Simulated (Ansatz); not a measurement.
# Ideal shear of a crystal plane in C

Method: DFT PBE, scalar-relativistic, plane waves, PAW (Ansatz). Settings: plane waves to 420 eV, k-mesh 10×10×3 (Γ-centred), Gaussian smearing 0.05 eV. No spin polarisation. Energies are free energies at this smearing, counted from the undisturbed cell; pressure is positive in compression.

Zero of the scan (relaxed at this level):

```xyz
10
Lattice="-2.5195 0.0000 0.0000 -1.2597 -2.1819 0.0000 1.2597 0.7273 10.3668" Properties=species:S:1:pos:R:3 pbc="T T T"
C     1.0074    0.5816    9.0624
C    -2.7718   -1.6003    7.5183
C    -0.2523   -0.1457    1.3036
C    -2.7718   -1.6003    4.9103
C    -0.2523   -0.1457    2.8488
C    -2.7718   -1.6003    3.3651
C    -0.2523   -0.1457    9.5818
C    -1.5121   -0.8730    6.9989
C    -1.5121   -0.8730    0.7843
C    -1.5121   -0.8730    5.4295
```

The cut lies on the cell's a–b face, a (0 0 1) plane (indices in the standard cell, whose axes needn't be the Cartesian ones shown) of area 5.50 Å², between layers 1.57 Å apart. Vector c is tilted by f times 1·a + 1·b (length 4.364 Å) with the atoms' Cartesian places fixed: one unrelaxed fault a cell. The traction is dγ/du, the slope of γ against the slip u in Å.

```
     f  γ (mJ/m²) traction (GPa)
0.0000          0             0.0
0.0833       1428            78.1
0.1667       5511           140.6
0.2500      10909           138.1
0.3333      13483             0.0
0.4167      12652           -29.0
0.5000      12097            -0.7
0.5833      12612            28.5
0.6667      13432             0.0
0.7500      10893          -137.3
0.8333       5509          -140.5
0.9167       1428           -78.1
```

**Question.** Read off the first barrier and the stress needed to climb it, and compare with Frenkel's sinusoid.

**Answer.** The first sampled maximum lies at f = 0.333, a slip of 1.45 Å, with γ ≈ 13483 mJ/m², which stands in for the unstable fault energy γ_us, and the steepest sampled slope before it is 140.6 GPa. A sinusoid γ = γ_us sin²(πu/λ) with its maximum there has λ = 2.91 Å and a largest slope πγ_us/λ = 145.6 GPa (1 mJ/m² per Å = 0.01 GPa). The stand-in is too high: a rotation axis of order three or more passes through this point, so the curvature is the same in every direction of the plane and the point is a peak of the γ-surface, which slip goes round.

**Question.** Is there a metastable fault on this line?

**Answer.** The samples dip to a local minimum of 12097 mJ/m² at f = 0.500. It lies off the rotation axes, between two maxima that lie on them, so it is most likely the pass between two peaks of the γ-surface: a saddle for slip across the line, a better estimate of γ_us, and no metastable fault.

The cut is rigid; relaxing the faces lowers these energies and usually the stresses.

The gap closes along the scan, which can put kinks into the curve.

Cost: 12 runs of about 2.4 core-minutes in all, on Arm Neoverse V1 (shared hosts).